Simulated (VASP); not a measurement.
Here is a VASP 6.6.1 calculation.

File INCAR:

```
  PREC = Accurate
  ENCUT = 600
  EDIFF = 1E-6
  ISMEAR = 0
  SIGMA = 0.03
  LREAL = F
  LASPH = T
  NELM = 80
  ALGO = Normal
  ISIF = 3
  LWAVE = F
  LCHARG = F
  GGA = RP
  IBRION = 2
  NSW = 90
  EDIFFG = -0.01
```

KPOINTS

```
Automatic mesh
0
Gamma
  8 8 8
```

The input POSCAR:

```
BaO
1.0
    0.0000000000      2.7500000000      2.7500000000
    2.7500000000      0.0000000000      2.7500000000
    2.7500000000      2.7500000000      0.0000000000
Ba O
1 1
Direct
    0.0000000000      0.0000000000      0.0000000000
    0.5000000000      0.5000000000      0.5000000000
```

Potentials or basis: VASP PAW PBE potentials, release 64 (Ba_sv, O).

The run is started by

```bash
$ cat potpaw_PBE.64/Ba_sv/POTCAR potpaw_PBE.64/O/POTCAR > POTCAR
$ mpirun -np 1 vasp_std > vasp.out
```

Task: Predict the relaxed cell.

Result: a = 4.016 Å, b = 4.016 Å, c = 4.016 Å, α = 60.00°, β = 60.00°, γ = 60.00°.

Task: Predict the relaxed volume.

Result: 22.90 Å³/atom.

Task: What does it give for the space group after relaxing (to 0.05 Å)?

Result: Fm-3m (No. 225).

Task: What does it give for the band gap on the k mesh?

Result: 2.31 eV, direct.

The path:
```
step  energy change (eV)  largest force (eV/Å)  pressure (GPa)  volume (Å³)
   1              0.0000                0.0000            7.31        41.59
   2             -0.0761                0.0000           -2.06        47.57
   3             -0.0879                0.0000            0.02        45.80
```

Caveat: the PAW data sets were made with another functional, which shifts forces and pressure a little; spin-orbit coupling is left out, which moves the levels of the heavy elements; the volume moved by +10 % from the deposited cell, more than functionals usually miss. RPBE and its kin give volumes clearly too large for solids.
